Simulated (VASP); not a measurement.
An input for Quantum ESPRESSO's pw.x (written as the equivalent of a VASP run, and not itself run):

```
&CONTROL
  calculation = 'scf'
  pseudo_dir = './pseudo'
  outdir = './out'
  tprnfor = .true.
  tstress = .true.
/
&SYSTEM
  ibrav = 0
  nat = 4
  ntyp = 2
  ecutwfc = 84
  occupations = 'smearing'
  smearing = 'gaussian'
  degauss = 0.003675
  input_dft = 'pbesol'
/
&ELECTRONS
  conv_thr = 7.3e-09
  electron_maxstep = 100
/
ATOMIC_SPECIES
  Li 6.940 Li.upf
  N 14.007 N.upf
CELL_PARAMETERS angstrom
     1.8060454   -3.1281626    0.0000000
     1.8060454    3.1281626    0.0000000
     0.0000000    0.0000000    3.8475748
ATOMIC_POSITIONS crystal
  Li   0.3333330  0.6666670  0.0000000
  Li   0.6666670  0.3333330  0.0000000
  Li   0.0000000  0.0000000  0.5000000
  N    0.0000000  0.0000000 -0.0129952
K_POINTS automatic
  6 6 6 0 0 0
```

Problem. Translate this input to VASP (INCAR, KPOINTS, POSCAR, choice of POTCAR).

Solution. This is not unique; one that fits is 
KPOINTS:
```
Automatic mesh
0
Gamma
6 6 6
0 0 0
```

POSCAR:
```
Li3N
1
    1.8060453801    -3.1281626268     0.0000000000
    1.8060453801     3.1281626268     0.0000000000
    0.0000000000     0.0000000000     3.8475747633
Li N
3 1
Direct
  0.3333330000   0.6666670000   0.0000000000
  0.6666670000   0.3333330000   0.0000000000
  0.0000000000   0.0000000000   0.5000000000
  0.0000000000   0.0000000000  -0.0129951991
```

INCAR:
```
# general
SYSTEM = Li3N
PREC   = Accurate
ENCUT  = 600   # plane-wave cut-off (eV)
LREAL  = .FALSE.
LASPH  = .TRUE.

# electronic loop
EDIFF  = 1E-7   # SCF stop (eV)
NELM   = 100
ALGO   = Normal   # blocked Davidson

# smearing
ISMEAR = 0
SIGMA  = 0.05

# functional
GGA    = PS

# ions
ISIF   = 2   # forces and stress, cell fixed

# output
LWAVE  = .FALSE.
LCHARG = .FALSE.
```

POTCAR, in this order: Li_sv N (PBE.64 set). Program: vasp_std.

The two are equivalent in intent, not identical: the potentials are each code's own (VASP's PAW set, PseudoDojo norm-conserving files in pw.x), so ENCUT and ecutwfc are chosen apart and not converted; conv_thr bounds pw.x's estimated SCF error, while EDIFF bounds the energy change between steps.

The compound is Li3N in the alpha structure. This cell was strained or had an atom moved on purpose.
